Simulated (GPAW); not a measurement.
The system is TiO2.

```
Ti O
1.0
     4.59984    0.00000    0.00000
     0.00000    4.59984    0.00000
     0.00000    0.00000    2.95921
Ti O
2 4
Direct
  0.00000 0.00000 0.50000
  0.50000 0.50000 0.00000
  0.30432 0.30432 0.50000
  0.19568 0.80432 0.00000
  0.80432 0.19568 0.00000
  0.69568 0.69568 0.50000
```

The cell is a database's computed one.

```yaml
Program: GPAW 26.7.0
Task: relaxation of cell and atoms
Functional: RPBE
Dispersion: D3
Potentials_or_basis: the program's PAW data sets (release 1.2.1) made for this functional
Cutoff: 800 eV
Basis: pw
k_mesh: 4 × 4 × 6
Occupations: fermi-dirac, width 0.05 eV
Spin: no spin polarisation
```

At the start: pressure 5.8 GPa; volume 10.44 Å³/atom.

Task: Where does the relaxation end?

Result: Over 10 steps the energy falls by 5.3 meV/atom and the volume is 10.70 Å³/atom (+2.5 %); space group P4_2/mnm (No. 136, to 0.05 Å).

The path:
```tsv
step	energy change (eV)	largest force (eV/Å)	pressure (GPa)	volume (Å³)
1	0.0000	0.1000	5.85	62.61
2	-0.0067	0.0560	5.09	62.78
3	-0.0273	0.1332	0.89	63.82
4	-0.0290	0.1171	0.42	63.97
5	-0.0314	0.0326	-0.20	64.22
6	-0.0316	0.0011	-0.11	64.21
7	-0.0316	0.0102	-0.01	64.20
8	-0.0317	0.0193	0.10	64.18
9	-0.0318	0.0243	0.19	64.17
10	-0.0320	0.0164	0.16	64.19
```

Final structure:
```
Ti O
1.0
     4.64461    0.00000    0.00000
     0.00000    4.64461    0.00000
     0.00000    0.00000    2.97535
Ti O
2 4
Direct
  0.00000 0.00000 0.50000
  0.50000 0.50000 0.00000
  0.30459 0.30459 0.50000
  0.19541 0.80459 0.00000
  0.80459 0.19541 0.00000
  0.69541 0.69541 0.50000
```

Caveat: the k mesh is coarse; later steps reuse the first step's grids.
